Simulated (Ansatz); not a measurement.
# I (Cmce) in Ansatz: settings compared, part 3 of 3

Ansatz 0.2.0.

## Step 5: Phonons, PBE

input.yaml

```yaml
crystal:
  lattice:
    - [3.635035, -2.39502, 0.0]
    - [3.635035, 2.39502, 0.0]
    - [0.0, 0.0, 9.79344]
  atoms:
    - { symbol: I, position: [0.6493, 0.3507, 0.3844] }
    - { symbol: I, position: [0.1493, 0.8507, 0.1156] }
    - { symbol: I, position: [0.3507, 0.6493, 0.6156] }
    - { symbol: I, position: [0.8507, 0.1493, 0.8844] }
hamiltonian:
  xc: pbe
  pseudopotentials: { kind: paw }
kpoints:
  mp_grid: { grid: [5, 5, 3] }
scf:
  occupations: { method: fixed }
phonons:
  method: dfpt
  dielectric: true
  rigid_motions: translations
```

Potentials or basis: Ansatz PAW.

Run with:

```
ansatz run input.yaml --threads 2 --pin off --max-ram 5632MiB --backend cpu --events-out ev --progress --plain --runs-dir out
```

What it wrote:

```text
Warning: RAYON_NUM_THREADS=2 ignored (pool sized by the plan → 2); use --threads N
Engine: ansatz 0.2.0, x86_64-unknown-linux-gnu
Pseudopotentials: kind: paw
Pseudopotential: I, paw, valence charge 17, recommended cutoff 420 eV (normal), I.paw.azcp
Functional definition: PBE
  parameter kappa = 0.804
  parameter beta = 0.06672455060314922
  exchange = pbe_x(kappa = kappa, mu = beta*pi^2/3)
  correlation = pbe_c(beta = beta)
Crystal: 4 atoms, lattice volume = 170.523 Å³
Basis set: ecut = 420 eV, 3337 PW (Γ), exchange–correlation on 60×60×144 points (8 copies of the dense FFT grid, shifted against one another)
Bands: 41, of which v1, the nominal top of the filled ones, is band 34 counted from 1 (33 counted from 0)
Symmetry: 8 space group operations
k-points: 38 of 75 (irreducible under 1 space group operation, time reversal used)
Non-local potential: I, projectors of the file, l = 0: 2, l = 1: 2, l = 2: 2, l = 3: 2
PAW form: soft (Blöchl's): semilocal exchange-correlation on the pseudo side does not see the compensation charge
PAW one-centre angular grid: I, 590 points (default); XC on 64 Gauss nodes
Initial density: superposition of atomic densities (neutral atoms: chi_scale 0, normalization atom), corrected by the library's trained network
Initial wavefunctions: pseudopotential atomic-orbital guess
Functional: x = pbe(κ = 0.804, μ = 0.2195149727645171), c = pbe(β = 0.06672455060314922)
SCF iter   1: F=—  HF=-30051.423717 eV  |F-HF|=—  |Δ(HF+E_count)|=         —  Δρ=1.19e-3  dr2=1.80e-3  ethr=1.77e-3  ⟨swp⟩=5.3  Hψ=5435  notcnv=0  defer=190
preconditioner: auto → Resta (q_TF=auto, 2.341 Å⁻¹)  ε∞=3.2  [insulator: Δε(μ)=1.328 eV  Ē_g=10.233 eV  n_scr=36 (ndim 8)  ℏωp=15.0 eV  f_vac=0.064  ε∞_Penn≈3.2]
SCF iter   2: F=—  HF=-30051.424863 eV  |F-HF|=—  |Δ(HF+E_count)|=   1.15e-3  Δρ=6.42e-4  dr2=6.41e-4  ethr=2.65e-6  ⟨swp⟩=3.0  Hψ=3622  notcnv=0  defer=190
SCF iter   3: F=—  HF=-30051.425083 eV  |F-HF|=—  |Δ(HF+E_count)|=   2.20e-4  Δρ=3.19e-4  dr2=1.28e-4  ethr=9.43e-7  ⟨swp⟩=2.1  Hψ=2069  notcnv=0  defer=190
SCF iter   4: F=—  HF=-30051.425224 eV  |F-HF|=—  |Δ(HF+E_count)|=   1.41e-4  Δρ=7.86e-5  dr2=7.70e-6  ethr=1.88e-7  ⟨swp⟩=2.0  Hψ=2025  notcnv=0  defer=190
SCF iter   5: F=—  HF=-30051.425232 eV  |F-HF|=—  |Δ(HF+E_count)|=   8.73e-6  Δρ=3.20e-5  dr2=2.54e-6  ethr=1.13e-8  ⟨swp⟩=3.0  Hψ=2785  notcnv=0  defer=190
SCF iter   6: F=—  HF=-30051.425232 eV  |F-HF|=—  |Δ(HF+E_count)|=   1.17e-7  Δρ=9.80e-6  dr2=1.78e-7  ethr=3.74e-9  ⟨swp⟩=2.0  Hψ=2073  notcnv=0  defer=190
SCF iter   7: F=—  HF=-30051.425232 eV  |F-HF|=—  |Δ(HF+E_count)|=   3.25e-8  Δρ=2.20e-6  dr2=1.02e-8  ethr=2.62e-10  ⟨swp⟩=2.0  Hψ=2787  notcnv=0  defer=190
SCF iter   8: F=—  HF=-30051.425232 eV  |F-HF|=—  |Δ(HF+E_count)|=   2.05e-9  Δρ=3.68e-7  dr2=2.56e-10  ethr=1.50e-11  ⟨swp⟩=3.0  Hψ=3157  notcnv=0  defer=190
SCF iter   9: F=-30051.425232 eV  HF=-30051.425232 eV  |F-HF|=2.91e-11  |Δ(HF+E_count)|=  1.16e-10  Δρ=1.31e-7  dr2=2.58e-11  ethr=1.00e-12  ⟨swp⟩=20.3  Hψ=12192  notcnv=0
SCF 1 converged in 9 iterations: F = -30051.425232 eV  dr2 = 2.58e-11
NSCF: frozen V_eff on 9 k-points
DFPT response loops at Γ: preconditioner auto → Resta (q_TF=auto, 2.341 Å⁻¹)  ε∞=6.7 (no band partly filled); β = 1.00, the filter's whole step (`scf.mixing.beta` (0.50) is not read by the response loops at its default; to damp them type it under 1.00, their step now; it binds the ground state too); Broyden in place of MSR1
── the response to a field inside a basis, on 12×12×6 k-points: an SCF that follows is theirs, and a resumed run solves both again ──
Bands: 35, of which v1, the nominal top of the filled ones, is band 34 counted from 1 (33 counted from 0)
k-points: 126 of 864
Initial density: handed on by an earlier stage of this run
Initial wavefunctions: pseudopotential atomic-orbital guess (no wavefunctions were taken with the density)
Eigensolver: Dense (126 Hₖ)
SCF iter   1: F=—  HF=-30051.385312 eV  |F-HF|=—  |Δ(HF+E_count)|=         —  Δρ=9.93e-5  dr2=5.66e-6  ethr=1.00e-1
preconditioner: auto → Resta (q_TF=auto, 2.341 Å⁻¹)  ε∞=6.3  [insulator: Δε(μ)=1.319 eV  Ē_g=6.536 eV  n_scr=36 (ndim 8)  ℏωp=15.0 eV  f_vac=0.065  ε∞_Penn≈6.3]
[... 44 lines left out ...]
         0.00000   -0.00000   -0.00000
        -0.00000    0.00000    1.11061
        -0.00000    1.87418    0.00000
    site 1:
        -0.00000    0.00000    0.00000
         0.00000   -0.00000   -1.11061
         0.00000   -1.87418   -0.00000
    site 2:
         0.00000   -0.00000   -0.00000
        -0.00000    0.00000    1.11061
        -0.00000    1.87418    0.00000
    site 3:
        -0.00000    0.00000    0.00000
         0.00000   -0.00000   -1.11061
         0.00000   -1.87418   -0.00000
  Z* charge neutrality: 4.189e-3 e pre-enforcement
  solved inside a basis spanned on kpoints, on 12×12×6 k-points, its susceptibility summed on 14×14×6: ε∞ is read to err by 4.6e-2, Z* by 2.0e-2 e (field_mesh: kpoints solves on kpoints); Z* is corrected for what the basis lacks
  optical modes at Γ without the LO–TO term, one row a degenerate level:
      ω (cm⁻¹)  modes    IR ((D/Å)²/amu)
        -25.05      1             2.5543
         15.20      1             0.0000
         30.58      1             0.0000
         43.29      1             0.0000
         49.50      1             0.8969
         56.73      1             0.0000
         66.98      1             0.0000
        199.39      1             0.0000
        210.80      1             0.0000
  optical modes at Γ + LO–TO along q̂ = [1.0000, 0.0000, 0.0000]:
      ω (cm⁻¹)  modes    IR ((D/Å)²/amu)
        -25.05      1             2.5543
         15.20      1             0.0000
         30.58      1             0.0000
         43.29      1             0.0000
         49.50      1             0.8969
[... 11 lines left out ...]
         63.02      1             0.8969
         66.98      1             0.0000
        199.39      1             0.0000
        210.80      1             0.0000
  optical modes at Γ + LO–TO along q̂ = [0.0000, 0.0000, 1.0000]:
      ω (cm⁻¹)  modes    IR ((D/Å)²/amu)
         15.20      1             0.0000
         30.58      1             0.0000
         41.19      1             2.5543
         43.29      1             0.0000
         49.50      1             0.8969
         56.73      1             0.0000
         66.98      1             0.0000
        199.39      1             0.0000
        210.80      1             0.0000
```

Run time: 100 s. Hardware: 2 threads of AMD EPYC 9R45 (Zen 5), shared host; peak memory 1.8 GiB.

Results:

```
Free energy                             : -30051.4252 eV
Band gap on the k mesh                  : 1.34 eV, indirect (least direct gap 1.41 eV)
Electronic dielectric tensor (diagonal) : 3.31, 7.37, 13.75
Born charges (mean of the diagonal)     : I +0.00 e
Highest phonon frequency at Γ           : 211 cm⁻¹
Most unstable mode                      : 25i cm⁻¹
```

Phonon frequencies in cm⁻¹ (negative: imaginary):
```tsv
q point	frequencies
(0.000, 0.000, 0.000)	-25 0 0 0 15 31 43 50 57 67 199 211
```

Electronic dielectric tensor:
```
 3.31  0.00  0.00
 0.00  7.37  0.00
 0.00  0.00 13.75
```

Born effective charge tensors (e):
atom 1, I
```
0.00 0.00 0.00
0.00 0.00 1.11
0.00 1.87 0.00
```
atom 2, I
```
 0.00  0.00  0.00
 0.00  0.00 -1.11
 0.00 -1.87  0.00
```
atom 3, I
```
0.00 0.00 0.00
0.00 0.00 1.11
0.00 1.87 0.00
```
atom 4, I
```
 0.00  0.00  0.00
 0.00  0.00 -1.11
 0.00 -1.87  0.00
```

Caveat: some modes are imaginary; odd divisions of the mesh miss points on the zone boundary, where band edges often lie, so the gap on the mesh can be too wide; spin-orbit coupling is left out, which moves the levels of the heavy elements. A k mesh can miss the band edges.

## Step 6: Overview

| task | level | k mesh | atoms under strain | gap on the mesh (eV) |
| --- | --- | --- | --- | --- |
| phonons | LDA | 5 × 5 × 3 | - | 1.24 |
| elastic constants | LDA | 5 × 5 × 3 | relaxed | 0.98 |
| Born charges and dielectric tensor | LDA | 7 × 7 × 3 | - | 1.23 |
| phonons | PBE | 5 × 5 × 3 | - | 1.34 |

Alike in all rows: potentials or basis Ansatz PAW; no spin polarisation; cell as given; cutoff (eV) 420; smearing fixed.

On the cell as given the gap runs from 0.98 eV (LDA) to 1.34 eV (PBE); the meshes differ, which moves gaps too.

Caveats: odd divisions of the mesh miss points on the zone boundary, where band edges often lie, so the gap on the mesh can be too wide; spin-orbit coupling is left out, which moves the levels of the heavy elements; some modes are imaginary (some runs).

Absolute energies hang on the potentials; compare differences alone.
